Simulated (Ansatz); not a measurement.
# Cl: the cost of one run

Method: DFT PBE, scalar-relativistic, plane waves, PAW, in Ansatz 0.2.0.

### Step 1. The system as given

Symmetry: P6/mmm, No. 191, hexagonal system. Conventional cell: a = 3.294 Å, b = 3.294 Å, c = 3.077 Å, α = 90.00°, β = 90.00°, γ = 120.00°. Around Cl (site symmetry 6/mmm) lie 8 Cl at 3.08 to 3.29 Å.

As a file:

```cif
data_structure
_symmetry_space_group_name_H-M 'P 1'
_symmetry_Int_Tables_number 1
_cell_length_a 3.2936
_cell_length_b 3.2936
_cell_length_c 3.0775
_cell_angle_alpha 90.000
_cell_angle_beta 90.000
_cell_angle_gamma 120.000
_cell_volume 28.91
loop_
_atom_site_label
_atom_site_type_symbol
_atom_site_fract_x
_atom_site_fract_y
_atom_site_fract_z
_atom_site_occupancy
Cl1 Cl 0.00000 0.00000 0.00000 1
```

This is candidate A: simple hexagonal type (P6/mmm, No. 191).

(A quick probe on a coarse mesh, which set the mesh and smearing, is not shown.)

### Step 3. Coarse relaxation (candidate A)

Contents of input.yaml:

```yaml
crystal:
  lattice:
    - [3.2936102132, 0.0, 0.0]
    - [-1.6468051066, 2.8523501148, 0.0]
    - [0.0, 0.0, 3.077467043]
  atoms:
    - { symbol: Cl, position: [0.0, 0.0, 0.0] }
basis:
  ecutwfc: 420
kpoints:
  mp_grid: { grid: [6, 6, 6] }
hamiltonian:
  xc: pbe
scf:
  occupations: { method: gaussian, width: 0.1 }
  lower_state_search: "off"
output:
  forces: true
  stress: true
  eigenvalues: true
relax:
  adjacent_minimum: "off"
  f_tol: 0.04
  max_steps: 70
  cell: { stress_tol: 0.4 }
```

**Question.** How long does this run take on 1 thread of an x86-64 CPU, shared host, and how much memory does it need?

About 10 s, with a peak of 0.33 GiB.
